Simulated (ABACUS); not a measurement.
Crystal: Se.

```
CELL_PARAMETERS angstrom
-2.81056 0.00000 0.00000
0.00000 2.81056 2.81056
0.00000 2.81056 -2.81056
ATOMIC_POSITIONS crystal
Se 0.95226 0.06034 0.04524
Se 0.04774 0.43966 0.45476
```

This isn't the form of Se at room conditions, which is trigonal, of chains.

The cell isn't the ideal one: a zone-boundary wave of random shape, sigma 0.15 Å.

Base run:

```yaml
Program: ABACUS 3.10.1
Functional: PBE
Potentials_or_basis: PseudoDojo NC SR 0.4.1 PBE standard
Cutoff: 1361 eV
Density_cutoff: 5442 eV
Basis: DZP LCAO (the cutoffs set its grid)
k_mesh: 9 × 7 × 7
Occupations: fermi-dirac, width 0.05 eV
Spin: no spin polarisation
```

Its results: band gap on the k mesh none (metal or under the smearing width); pressure 16.3 GPa; largest force 2.257 eV/Å.

Task: The run is repeated on the same cell with these changes: basis from DZP LCAO (the cutoffs set its grid) to TZDP LCAO (the cutoffs set its grid); orbital files from Se Se_confined-atom_7au_2s2p2d.orb to Se Se_confined-atom_7au_3s3p3d1f.orb. What comes out?

Result: Band gap on the k mesh none (metal or under the smearing width); pressure 14.4 GPa; largest force 1.769 eV/Å.

Caveats: the atomic orbitals were generated for these runs and aren't a published set; the basis of atomic orbitals isn't converged, which shifts pressures, moduli and gaps; forces of over 1 eV/Å show positions far from the minimum, so gaps and moduli don't describe the material at rest; so large a pressure means that the cell lies far from this level's equilibrium, or that cutoff or potentials fall short (some runs).
